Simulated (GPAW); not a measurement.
# CdS (Greenockite): single point with PBE

**Experimental background.**

From “Isotope dependence of band-gap energy”, 2008, arxiv:0807.2152, for a bulk crystal of CdS: band gap 2.5809 ± 0.0002 eV.

The system is CdS (Greenockite).

```
Cd S
1.0
     4.15000    0.00000    0.00000
    -2.07500    3.59401    0.00000
     0.00000    0.00000    6.73700
Cd S
2 2
Cartesian
  2.0750 1.1980 3.3685
  0.0000 2.3960 0.0000
  2.0750 1.1980 5.8949
  0.0000 2.3960 2.5264
```

- Program: GPAW 26.7.0
- Task: single point
- Functional: PBE
- Potentials or basis: GPAW PAW data sets (gpaw-data 1.2.1)
- Cutoff: 600 eV
- Basis: pw
- k mesh: 7 × 7 × 4
- Occupations: gaussian, width 0.013 eV
- Spin: no spin polarisation

The pressure is 1.8 GPa. The largest force is 0.067 eV/Å and the band gap on the k mesh is 1.18 eV, direct.

Forces in eV/Å, atoms in the order of the input:
```
Cd   0.000  0.000 -0.067
Cd   0.000  0.000 -0.067
S    0.000  0.000  0.067
S    0.000  0.000  0.067
```

Stress tensor (GPa, compression positive):
```
1.61 0.00 0.00
0.00 1.61 0.00
0.00 0.00 2.25
```

Levels at points of the mesh, in eV from the valence-band top:
```
           k point  band 16  band 17  band 18  band 19  band 20  band 21
(0.00, 0.00, 0.00)    -0.04     0.00     0.00     1.18     2.77     6.43
(0.00, 0.00, 0.50)    -0.40    -0.40    -0.40     2.82     2.82     6.15
```

Run time: 43 s on 1 thread of Arm Neoverse V2, with other jobs on the host, peak memory 0.23 GiB.

A measured gap of CdS is 2.5809 eV (quoted in “Isotope dependence of band-gap energy”, 2008, arxiv:0807.2152); the calculated 1.18 eV misses it by -1.40 eV. So large a miss can be the level of theory's own, or it may mean another phase, state or a wrong row. Spin-orbit coupling on Cd is left out. The value is that of PBE, without temperature or zero-point motion. Semilocal functionals fall short of measured gaps as a rule.
